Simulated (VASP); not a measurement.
Input of a VASP 6.6.1 run:

File INCAR:

```
PREC = Accurate
ENCUT = 600
EDIFF = 1E-7
ISMEAR = 1
SIGMA = 0.1
LREAL = False
LASPH = True
NELM = 80
ALGO = Normal
ISIF = 3
LWAVE = False
LCHARG = False
GGA = PE
IBRION = 2
NSW = 90
EDIFFG = -0.005
```

KPOINTS

```
regular mesh
0
Gamma
  16 16 16
```

File POSCAR:

```
Si                                      
1.0
    0.0000000000      1.9311516670      1.9311516670
    1.9311516670      0.0000000000      1.9311516670
    1.9311516670      1.9311516670      0.0000000000
  Si            
     1
Direct
     0.0000000000000000    0.0000000000000000    0.0000000000000000
```

Potentials or basis: VASP PAW PBE potentials, release 64 (Si).

Run with:

```console
$ cat potpaw_PBE.64/Si/POTCAR > POTCAR
$ mpirun -np 1 vasp_std > vasp.out
```

(1) Estimate the band gap on the k mesh.

## Answers

(1) none (metal or under the smearing width).

Caveat: the relaxation stopped at its first step, so nothing moved.
